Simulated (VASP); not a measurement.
# GaSb in VASP 6.6.1, single-point calculation

INCAR

```
NSW = 0
LREAL = .FALSE.
EDIFF = 1E-7
GGA = PE
ISMEAR = -1
SIGMA = 0.02
NELM = 54
LWAVE = .FALSE.
ISIF = 2
PREC = Accurate
NBANDS = 16
ENCUT = 520
LASPH = .TRUE.
NELECT = 17.9
LCHARG = .FALSE.
IBRION = -1
```

KPOINTS

```
KPOINTS created by Atomic Simulation Environment
0
Gamma
8 8 8
0 0 0
```

POSCAR

```
Ga Sb
 1.0000000000000000
     0.0000000000000000    3.1796291490000002    3.0658848221000001
     3.0658848221000001    0.0000000000000000    3.0658848221000001
     3.0658848221000001    3.1796291490000002    0.0000000000000000
 Ga  Sb
   1   1
Cartesian
  0.0000000000000000  0.0000000000000000  0.0000000000000000
  1.5329424110500001  1.5898145745000001  1.5329424110500001
```

The recommended PBE PAW datasets give the neutral cell 18 valence electrons.

Command

```
mpirun -np 1 vasp_std
```

Q: How does this run end, and what does it give?

A: It converged. Results: pressure -2.4 GPa.

OSZICAR

```
N       E                     dE             d eps       ncg     rms          rms(c)
DAV:   1     0.802724794911E+02    0.80272E+02   -0.78754E+03  1928   0.126E+03
DAV:   2    -0.144286195346E+01   -0.81715E+02   -0.78562E+02  2256   0.292E+02
DAV:   3    -0.769192655565E+01   -0.62491E+01   -0.62242E+01  2264   0.645E+01
DAV:   4    -0.780259731701E+01   -0.11067E+00   -0.11065E+00  2440   0.959E+00
DAV:   5    -0.780525819370E+01   -0.26609E-02   -0.26608E-02  2432   0.131E+00    0.294E+00
DAV:   6    -0.778801096084E+01    0.17247E-01   -0.57391E-02  2680   0.393E+00    0.173E+00
DAV:   7    -0.777956775914E+01    0.84432E-02   -0.25768E-02  2176   0.137E+00    0.303E-01
DAV:   8    -0.778034604322E+01   -0.77828E-03   -0.34564E-03  2568   0.645E-01    0.621E-02
DAV:   9    -0.778074821983E+01   -0.40218E-03   -0.45719E-04  2256   0.139E-01    0.294E-02
DAV:  10    -0.778082498091E+01   -0.76761E-04   -0.68974E-05  2416   0.627E-02    0.866E-03
DAV:  11    -0.778083903215E+01   -0.14051E-04   -0.24652E-05  2256   0.412E-02    0.506E-03
DAV:  12    -0.778084036739E+01   -0.13352E-05   -0.22434E-06  2384   0.784E-03    0.197E-03
DAV:  13    -0.778084001738E+01    0.35001E-06   -0.20079E-07  2192   0.468E-03    0.290E-04
DAV:  14    -0.778083999885E+01    0.18537E-07   -0.87178E-09  1512   0.711E-04
   1 F= -.77808400E+01 E0= -.77804493E+01  d E =-.781392E-03
```

The cell is charged and sits in a uniform background.

For comparison, a separate PBE run of the intended cell, on usual settings and not on those above, gives a gap of 0.00 eV on its mesh and a pressure of 0.2 GPa.
